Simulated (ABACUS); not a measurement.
As:

```xyz
2
Lattice="1.8808 1.0859 3.5141 -1.8808 1.0859 3.5141 0.0000 -2.1718 3.5141" Properties=species:S:1:pos:R:3 pbc="T T T"
As    0.0000    0.0000    2.3825
As    0.0000    0.0000    8.1597
```

```yaml
Program: ABACUS 3.10.1
Task: single point
Functional: PBE
Potentials_or_basis: PseudoDojo NC SR 0.4.1 PBE standard
Cutoff: 1361 eV
Density_cutoff: 5442 eV
Basis: DZP LCAO (the cutoffs set its grid)
k_mesh: 9 × 9 × 9
Occupations: fermi-dirac, width 0.05 eV
Spin: no spin polarisation
```

On this cell: pressure 4.9 GPa; largest force 0.672 eV/Å; band gap on the k mesh none (metal or under the smearing width).

The same run follows on a disturbed copy (atoms moved at random, drawn with an rms of 0.05 Å):

```
As
1.0
     1.88080    1.08588    3.51406
    -1.88080    1.08588    3.51406
     0.00000   -2.17176    3.51406
As
2
Direct
  0.21182 0.22474 0.23282
  0.77552 0.77550 0.76813
```

**Question.** What changes?

**Answer.** The energy (extrapolated to zero smearing) moves by +12.8 meV/atom; pressure 5.6 GPa; largest force 0.972 eV/Å; band gap on the k mesh none (metal or under the smearing width).

Forces in eV/Å, atoms in the order of the input:
```
As   0.150  0.340  0.898
As  -0.150 -0.340 -0.898
```

Stress tensor (GPa, compression positive):
```
 5.33 -0.33  0.68
-0.33  6.92  1.50
 0.68  1.50  4.40
```

Caveats: the atomic orbitals were generated for these runs and aren't a published set; the basis of atomic orbitals isn't converged, which shifts pressures, moduli and gaps.
